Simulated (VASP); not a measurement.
# CaF2 (Fluorite) (Fm-3m) in VASP: a series of runs

The runs below take CaF2 (Fluorite) through band structure, dielectric tensor, optical spectrum, with LDA, TB-mBJ, PBE.

Everything below comes from runs of VASP 6.6.1. Logs are shortened: lines on timing, memory, paths and dates and some standing lists are left out, and cuts for length are marked.

### 1 The structure

The structure is cubic, space group Fm-3m (No. 225). The conventional cell has a = 5.425 Å, b = 5.425 Å, c = 5.425 Å, α = 90.00°, β = 90.00°, γ = 90.00°. Around Ca (site symmetry m-3m) lie 8 F at 2.35 Å. Around F (site symmetry -43m) lie 4 Ca at 2.35 Å.

### 2 Band structure, LDA

INCAR reads:

```
ALGO     = Fast           # electronic algorithm
EDIFF    = 1E-7           # SCF threshold, eV
ENCUT    = 520            # plane-wave cutoff, eV
ISIF     = 2              # what is computed and relaxed
ISMEAR   = 0              # smearing method
KPAR     = 2            
LASPH    = T              # aspherical terms in the spheres
LCHARG   = F              # write CHGCAR
LREAL    = F              # projectors in reciprocal space
LWAVE    = F              # write WAVECAR
NELM     = 80             # most SCF steps
PREC     = Accurate       # precision mode
SIGMA    = 0.03           # smearing width, eV
```

KPOINTS reads:

```
k-points
0
Gamma
  8 8 8
```

POSCAR reads:

```
CaF2                                    
1.0
    0.0000000000      2.7123156406      2.7123156406
    2.7123156406      0.0000000000      2.7123156406
    2.7123156406      2.7123156406      0.0000000000
  Ca              F             
     1     2
Direct
     0.0000000000000000    0.0000000000000000    0.0000000000000000
     0.2500000000000000    0.2500000000000000    0.2500000000000000
     0.7500000000000000    0.7500000000000000    0.7500000000000000
```

KPOINTS_OPT reads:

```
explicit points
302
Reciprocal
 0.0000000000  0.0000000000  0.0000000000 1
 0.0263157895  0.0000000000  0.0263157895 1
 0.0526315789  0.0000000000  0.0526315789 1
 0.0789473684  0.0000000000  0.0789473684 1
 0.1052631579  0.0000000000  0.1052631579 1
 0.1315789474  0.0000000000  0.1315789474 1
[... 294 lines left out ...]
 0.4892429100  0.0107570900  0.5000000000 1
 0.5107570900 -0.0107570900  0.5000000000 1
```

Potentials or basis: VASP PAW LDA potentials, release 64 (Ca_sv, F).

Started as:

```sh
$ cat potpaw_LDA.64/Ca_sv/POTCAR potpaw_LDA.64/F/POTCAR > POTCAR
$ mpirun -np 2 vasp_std > vasp.out
```

OUTCAR:

```text
EDIFF = 1E-7
   ENCUT = 520
   ISIF = 2
   ISMEAR = 0
   LASPH = T
   LREAL = F
   NELM = 80
   PREC = Accurate

 ion  position               nearest neighbor table
   1  0.000  0.000  0.000-   3 2.35   3 2.35   3 2.35   2 2.35   3 2.35   2 2.35   2 2.35   2 2.35

   2  0.250  0.250  0.250-   1 2.35   1 2.35   1 2.35   1 2.35
   3  0.750  0.750  0.750-   1 2.35   1 2.35   1 2.35   1 2.35

  LATTYP: Found a face centered cubic cell.
 ALAT       =     5.4246312812

  Lattice vectors:

 A1 = (   0.0000000000,   2.7123156406,   2.7123156406)
 A2 = (   2.7123156406,   0.0000000000,   2.7123156406)
 A3 = (   2.7123156406,   2.7123156406,   0.0000000000)

Analysis of symmetry for initial positions (statically):
=====================================================================
 Subroutine PRICEL returns:
 Original cell was already a primitive cell.

 Routine SETGRP: Setting up the symmetry group for a
 face centered cubic supercell.

 Subroutine GETGRP returns: Found 48 space group operations
 (whereof 48 operations were pure point group operations)
 out of a pool of 48 trial point group operations.

The static configuration has the point symmetry O_h .

Analysis of symmetry for dynamics (positions and initial velocities):
=====================================================================
 Subroutine PRICEL returns:
 Original cell was already a primitive cell.

 Routine SETGRP: Setting up the symmetry group for a
 face centered cubic supercell.

 Subroutine GETGRP returns: Found 48 space group operations
 (whereof 48 operations were pure point group operations)
 out of a pool of 48 trial point group operations.

The dynamic configuration has the point symmetry O_h .

 Subroutine INISYM returns: Found 48 space group operations
 (whereof 48 operations are pure point group operations),
 and found     1 'primitive' translations

----------------------------------------------------------------------------------------

                                     Primitive cell

  volume of cell :      39.9071

  direct lattice vectors                    reciprocal lattice vectors
     0.000000000  2.712315641  2.712315641    -0.184344326  0.184344326  0.184344326
     2.712315641  0.000000000  2.712315641     0.184344326 -0.184344326  0.184344326
     2.712315641  2.712315641  0.000000000     0.184344326  0.184344326 -0.184344326

  length of vectors
     3.835793564  3.835793564  3.835793564     0.319293740  0.319293740  0.319293740

  position of ions in fractional coordinates (direct lattice)
     0.000000000  0.000000000  0.000000000
     0.250000000  0.250000000  0.250000000
     0.750000000  0.750000000  0.750000000

  ion indices of the primitive-cell ions
   primitive index   ion index
                 1           1
                 2           2
                 3           3

----------------------------------------------------------------------------------------

 KPOINTS: k-points

Automatic generation of k-mesh.
 Grid dimensions read from file:
 generate k-points for:    8    8    8

 Generating k-lattice:

  Cartesian coordinates                     Fractional coordinates (reciprocal lattice)
    -0.023043041  0.023043041  0.023043041     0.125000000  0.000000000  0.000000000
     0.023043041 -0.023043041  0.023043041     0.000000000  0.125000000  0.000000000
     0.023043041  0.023043041 -0.023043041     0.000000000  0.000000000  0.125000000

  Length of vectors
     0.039911717  0.039911717  0.039911717

  Shift w.r.t. Gamma in fractional coordinates (k-lattice)
     0.000000000  0.000000000  0.000000000

 Subroutine IBZKPT returns following result:
 ===========================================

 Found     29 irreducible k-points:

 Following reciprocal coordinates:
            Coordinates               Weight
  0.000000  0.000000  0.000000      1.000000
  0.125000  0.000000  0.000000      8.000000
  0.250000  0.000000  0.000000      8.000000
  0.375000  0.000000  0.000000      8.000000
  0.500000  0.000000  0.000000      4.000000
  0.125000  0.125000  0.000000      6.000000
[... 16 lines left out ...]
  0.500000  0.250000  0.125000     48.000000
 -0.375000  0.250000  0.125000     24.000000
 [... further k-points ...]
   k-points           NKPTS =     29   k-points in BZ     NKDIM =     29   number of bands    NBANDS=     16
   number of dos      NEDOS =    301   number of ions     NIONS =      3
   total plane-waves  NPLWV =  27000
   dimension x,y,z NGX =    30 NGY =   30 NGZ =   30
   dimension x,y,z NGXF=    60 NGYF=   60 NGZF=   60
   ions per type =               1   2
   NGX,Y,Z   is equivalent  to a cutoff of  13.00, 13.00, 13.00 a.u.
   NGXF,Y,Z  is equivalent  to a cutoff of  26.00, 26.00, 26.00 a.u.
 SYSTEM =  unknown system
   PREC   = accura    normal or accurate (medium, high low for compatibility)
   ISTART =      0    job   : 0-new  1-cont  2-samecut
   ICHARG =      2    charge: 1-file 2-atom 10-const
   ISPIN  =      1    spin polarized calculation?
   LNONCOLLINEAR =      F non collinear calculations
   LSORBIT =      F    spin-orbit coupling
   LASPH  =      T    aspherical Exc in radial PAW
   ENCUT  =  520.0 eV  38.22 Ry    6.18 a.u.   7.13  7.13  7.13*2*pi/ulx,y,z
   NELM   =     80;   NELMIN=  2; NELMDL= -5     # of ELM steps
   EDIFF  = 0.1E-06   stopping-criterion for ELM
   LREAL  =      F    real-space projection
   EDIFFG = 0.1E-05   stopping-criterion for IOM
   NSW    =      0    number of steps for IOM
   IBRION =     -1    ionic relax: 0-MD 1-quasi-New 2-CG
   NFREE  =      0    steps in history (QN), initial steepest desc. (CG)
   ISIF   =      2    stress and relaxation
   ISYM   =      2    0-nonsym 1-usesym 2-fastsym
   POTIM  = 0.5000    time-step for ionic-motion
   TEBEG  =    0.0;   TEEND  =   0.0 temperature during run
   PSTRESS=    0.0 pullay stress
   NELECT =      24.0000    total number of electrons
   NUPDOWN=      -1.0000    fix difference up-down
   EMIN   =  10.00;   EMAX   =-10.00  energy-range for DOS
   EFERMI =   0.00;   METHOD = LEGACY
   ISMEAR =     0;   SIGMA  =   0.03  broadening in eV -4-tet -1-fermi 0-gaus
   EFERMI_NEDOS =   21; number of points for ismear=-14 and -15
   IALGO  =     68    algorithm
   IMIX   =      4    mixing-type and parameters
     AMIX     =   0.40;   BMIX     =  1.00
     AMIX_MAG =   1.60;   BMIX_MAG =  1.00
  volume/ion in A,a.u.               =      13.30        89.77
  Fermi-wavevector in a.u.,A,eV,Ry     =   1.381852  2.611323 25.980546  1.909516
  Thomas-Fermi vector in A             =   2.506598
   LORBIT       =      0    0 simple, 1 ext, 2 COOP (PROOUT), +10 PAW based schemes
   GGA     = CA    functional components
   LHFCALC =     F    Hartree Fock is set to
   AEXX    =    0.0000 exact exchange contribution
   IVDW    =     0    specifies the selected vdW correction
   LEPSILON=     F    determine dielectric tensor
   LRPA    =     F    only Hartree local field effects (RPA)
 non-spin polarized calculation
 RMM-DIIS sequential band-by-band and
 Gauss-broadening in eV      SIGMA  =   0.03
  energy-cutoff  :      520.00
  volume of cell :       39.91
 maximum number of plane-waves:      1090
 NGX is ok and might be reduce to    30
   NGX = 15   NGY = 15   NGZ = 15

 number of electron      23.9999982 magnetization

 Free energy of the ion-electron system (eV)
  ---------------------------------------------------
  ext. energy  EPLUGINS =         0.00000000
  ---------------------------------------------------
  free energy    TOTEN  =       -18.98342117 eV

  energy without entropy =      -18.98342117  energy(sigma->0) =      -18.98342117

 E-fermi :  -1.0587     XC(G=0): -10.4755

 val. band max:       -1.2451639221   @ k =   0.5000   0.5000   0.0000
 cond. band min:       5.7783452457   @ k =   0.0000   0.0000   0.0000
 fundamental gap:      7.0235091677
 Fermi energy:        -1.0587184181

 k-point     1 :       0.0000    0.0000    0.0000
  band No.  band energies     occupation
      1     -36.5834      2.00000
      2     -20.8270      2.00000
      3     -19.9755      2.00000
      4     -17.8247      2.00000
      5     -17.8247      2.00000
      6     -17.8247      2.00000
[... 8 lines left out ...]
     15       7.8614      0.00000
     16      10.1110      0.00000

 k-point     2 :       0.1250    0.0000    0.0000
  band No.  band energies     occupation
      1     -36.5773      2.00000
      2     -20.8755      2.00000
      3     -20.0197      2.00000
      4     -17.8321      2.00000
      5     -17.8321      2.00000
      6     -17.7452      2.00000
[... 8 lines left out ...]
     15       7.8971      0.00000
     16       9.9655      0.00000

 k-point     3 :       0.2500    0.0000    0.0000
  band No.  band energies     occupation
      1     -36.5626      2.00000
      2     -20.9591      2.00000
      3     -20.1647      2.00000
      4     -17.8497      2.00000
      5     -17.8497      2.00000
      6     -17.5450      2.00000
[... 8 lines left out ...]
     15       7.9817      0.00000
     16       9.6850      0.00000

 k-point     4 :       0.3750    0.0000    0.0000
  band No.  band energies     occupation
      1     -36.5478      2.00000
      2     -20.9968      2.00000
      3     -20.3546      2.00000
      4     -17.8673      2.00000
      5     -17.8673      2.00000
      6     -17.3387      2.00000
[... 8 lines left out ...]
     15       8.0634      0.00000
     16       9.4850      0.00000
[... 324 lines left out ...]
 k-point    22 :       0.3750    0.2500    0.1250
  band No.  band energies     occupation
      1     -36.5516      2.00000
      2     -21.0154      2.00000
      3     -20.2701      2.00000
      4     -17.8759      2.00000
      5     -17.8000      2.00000
      6     -17.4495      2.00000
[... 8 lines left out ...]
     15       8.3640      0.00000
     16       9.2858      0.00000

 k-point    23 :       0.5000    0.2500    0.1250
  band No.  band energies     occupation
      1     -36.5397      2.00000
      2     -20.9862      2.00000
      3     -20.5006      2.00000
      4     -17.8958      2.00000
      5     -17.6944      2.00000
      6     -17.3757      2.00000
[... 8 lines left out ...]
     15       8.6941      0.00000
     16       9.0897      0.00000

 k-point    24 :      -0.3750    0.2500    0.1250
  band No.  band energies     occupation
      1     -36.5347      2.00000
      2     -20.9172      2.00000
      3     -20.6550      2.00000
      4     -17.9047      2.00000
      5     -17.6415      2.00000
      6     -17.3502      2.00000
[... 8 lines left out ...]
     15       8.6441      0.00000
     16       9.0974      0.00000

 [... further k-points ...]

------------------------ aborting loop because EDIFF is reached ----------------------------------------

  FORCE on cell =-STRESS in cart. coord.  units (eV):
  Direction    XX          YY          ZZ          XY          YZ          ZX
  --------------------------------------------------------------------------------------
  -------------------------------------------------------------------------------------
  Total       -1.1136052     -1.1136052     -1.1136052      0.0000000     -0.0000000      0.0000000
  in kB      -44.7086074    -44.7086074    -44.7086074      0.0000000     -0.0000000      0.0000000
  external PRESSURE =     -44.7086074 kB  Pullay stress =       0.0000000 kB

 VOLUME and BASIS-vectors are now :
 -----------------------------------------------------------------------------
  energy-cutoff  :      520.00
  volume of cell :       39.91
      direct lattice vectors                 reciprocal lattice vectors
     0.000000000  2.712315641  2.712315641    -0.184344326  0.184344326  0.184344326
     2.712315641  0.000000000  2.712315641     0.184344326 -0.184344326  0.184344326
     2.712315641  2.712315641  0.000000000     0.184344326  0.184344326 -0.184344326

 POSITION                                       TOTAL-FORCE (eV/Angst)
 -----------------------------------------------------------------------------------
      0.00000      0.00000      0.00000         0.000000     -0.000000      0.000000
      1.35616      1.35616      1.35616        -0.000000      0.000000      0.000000
      4.06847      4.06847      4.06847         0.000000     -0.000000     -0.000000
 -----------------------------------------------------------------------------------
    total drift:                                0.000000     -0.000000      0.000000

  FREE ENERGIE OF THE ION-ELECTRON SYSTEM (eV)
  ---------------------------------------------------
  free  energy   TOTEN  =       -18.9834211713 eV

  energy  without entropy=      -18.9834211713  energy(sigma->0) =      -18.98342117
```

Wall time 92 s (2 MPI ranks of Intel Xeon Platinum 8488C (Sapphire Rapids), shared host); peak memory 0.15 GiB.

What came out:

* Free energy: -18.9834 eV
* Pressure: -4.5 GPa
* Band gap on the k mesh: 7.02 eV, indirect (least direct gap 7.29 eV)
* Band gap along the path: 7.02 eV, indirect (least direct gap 7.29 eV)

Levels at the corners of the path, in eV from the valence-band top:
```csv
point,band 8,band 9,band 10,band 11,band 12,band 13,band 14,band 15,band 16
Γ,-2.24,-2.24,-0.26,-0.26,-0.26,7.02,9.11,9.11,11.36
X,-1.71,-1.71,-0.39,-0.39,0.00,7.92,9.54,10.12,10.97
X,-1.71,-1.71,-0.39,-0.39,0.00,7.92,9.54,10.12,10.97
W,-2.24,-1.09,-1.09,-0.30,-0.10,8.26,9.74,9.96,9.96
W,-2.24,-1.09,-1.09,-0.30,-0.10,8.26,9.74,9.96,9.96
K,-1.81,-1.56,-0.69,-0.46,-0.10,8.19,9.73,9.81,10.39
K,-1.81,-1.56,-0.69,-0.46,-0.10,8.19,9.73,9.81,10.39
Γ,-2.24,-2.24,-0.26,-0.26,-0.26,7.02,9.11,9.11,11.36
Γ,-2.24,-2.24,-0.26,-0.26,-0.26,7.02,9.11,9.11,11.36
L,-1.61,-1.36,-1.30,-0.87,-0.87,9.34,9.34,9.78,10.40
L,-1.61,-1.36,-1.30,-0.87,-0.87,9.34,9.34,9.78,10.40
U,-1.81,-1.56,-0.69,-0.46,-0.10,8.19,9.73,9.81,10.39
U,-1.81,-1.56,-0.69,-0.46,-0.10,8.19,9.73,9.81,10.39
W,-2.24,-1.09,-1.09,-0.30,-0.10,8.26,9.74,9.96,9.96
W,-2.24,-1.09,-1.09,-0.30,-0.10,8.26,9.74,9.96,9.96
L,-1.61,-1.36,-1.30,-0.87,-0.87,9.34,9.34,9.78,10.40
L,-1.61,-1.36,-1.30,-0.87,-0.87,9.34,9.34,9.78,10.40
K,-1.81,-1.56,-0.69,-0.46,-0.10,8.19,9.73,9.81,10.39
U,-1.81,-1.56,-0.69,-0.46,-0.10,8.19,9.73,9.81,10.39
X,-1.71,-1.71,-0.39,-0.39,0.00,7.92,9.54,10.12,10.97
```

Expect the measured gap to be larger: semilocal functionals such as LDA lack the derivative discontinuity.

### 3 Band structure, TB-mBJ

POSCAR is that of step 2.

INCAR.step1 reads:

```
ALGO     = Normal         # electronic algorithm
EDIFF    = 1E-5           # SCF threshold, eV
ENCUT    = 520            # plane-wave cutoff, eV
GGA      = PE             # functional
ISIF     = 2              # what is computed and relaxed
ISMEAR   = 0              # smearing method
KPAR     = 2            
LASPH    = T              # aspherical terms in the spheres
LCHARG   = F              # write CHGCAR
LREAL    = F              # projectors in reciprocal space
LWAVE    = T              # write WAVECAR
NELM     = 80             # most SCF steps
PREC     = Accurate       # precision mode
SIGMA    = 0.03           # smearing width, eV
```

INCAR.step2 reads:

```
ALGO     = Normal         # electronic algorithm
EDIFF    = 1E-7           # SCF threshold, eV
ENCUT    = 520            # plane-wave cutoff, eV
ISIF     = 2              # what is computed and relaxed
ISMEAR   = 0              # smearing method
ISTART   = 1            
KPAR     = 2            
LASPH    = T              # aspherical terms in the spheres
LCHARG   = F              # write CHGCAR
LREAL    = F              # projectors in reciprocal space
LWAVE    = F              # write WAVECAR
METAGGA  = MBJ            # meta-GGA
NELM     = 80             # most SCF steps
PREC     = Accurate       # precision mode
SIGMA    = 0.03           # smearing width, eV
```

KPOINTS is that of step 2.

KPOINTS_OPT is that of step 2.

Potentials or basis: VASP PAW PBE potentials, release 64 (Ca_sv, F).

Started as:

```sh
$ cat potpaw_PBE.64/Ca_sv/POTCAR potpaw_PBE.64/F/POTCAR > POTCAR
$ cp INCAR.step1 INCAR
$ mpirun -np 2 vasp_std > vasp.out
$ cp INCAR.step2 INCAR
$ mpirun -np 2 vasp_std > vasp.out
```

Run time: 2.7 min. Hardware: 2 MPI ranks of Intel Xeon Platinum 8488C (Sapphire Rapids), shared host; peak memory 0.17 GiB.

Results (log left out):

```
Band gap on the k mesh  : 10.33 eV, direct
Band gap along the path : 10.33 eV, direct
```

Levels at the corners of the path, in eV from the valence-band top:
| point | band 10 | band 11 | band 12 | band 13 | band 14 | band 15 |
| --- | --- | --- | --- | --- | --- | --- |
| Γ | -0.19 | -0.19 | -0.19 | 10.64 | 10.64 | 11.41 |
| X | -0.31 | -0.31 | 0.00 | 10.33 | 10.53 | 11.28 |
| X | -0.31 | -0.31 | 0.00 | 10.33 | 10.53 | 11.28 |
| W | -0.86 | -0.24 | -0.07 | 10.54 | 10.91 | 10.91 |
| W | -0.86 | -0.24 | -0.07 | 10.54 | 10.91 | 10.91 |
| K | -0.54 | -0.36 | -0.08 | 10.47 | 10.75 | 11.14 |
| K | -0.54 | -0.36 | -0.08 | 10.47 | 10.75 | 11.14 |
| Γ | -0.19 | -0.19 | -0.19 | 10.64 | 10.64 | 11.41 |
| Γ | -0.19 | -0.19 | -0.19 | 10.64 | 10.64 | 11.41 |
| L | -0.93 | -0.69 | -0.69 | 10.77 | 10.86 | 10.86 |
| L | -0.93 | -0.69 | -0.69 | 10.77 | 10.86 | 10.86 |
| U | -0.54 | -0.36 | -0.08 | 10.47 | 10.75 | 11.14 |
| U | -0.54 | -0.36 | -0.08 | 10.47 | 10.75 | 11.14 |
| W | -0.86 | -0.24 | -0.07 | 10.54 | 10.91 | 10.91 |
| W | -0.86 | -0.24 | -0.07 | 10.54 | 10.91 | 10.91 |
| L | -0.93 | -0.69 | -0.69 | 10.77 | 10.86 | 10.86 |
| L | -0.93 | -0.69 | -0.69 | 10.77 | 10.86 | 10.86 |
| K | -0.54 | -0.36 | -0.08 | 10.47 | 10.75 | 11.14 |
| U | -0.54 | -0.36 | -0.08 | 10.47 | 10.75 | 11.14 |
| X | -0.31 | -0.31 | 0.00 | 10.33 | 10.53 | 11.28 |

Caveat: the PAW data sets were made with another functional, which shifts forces and pressure a little.

(Continued in part 2 of 2.)
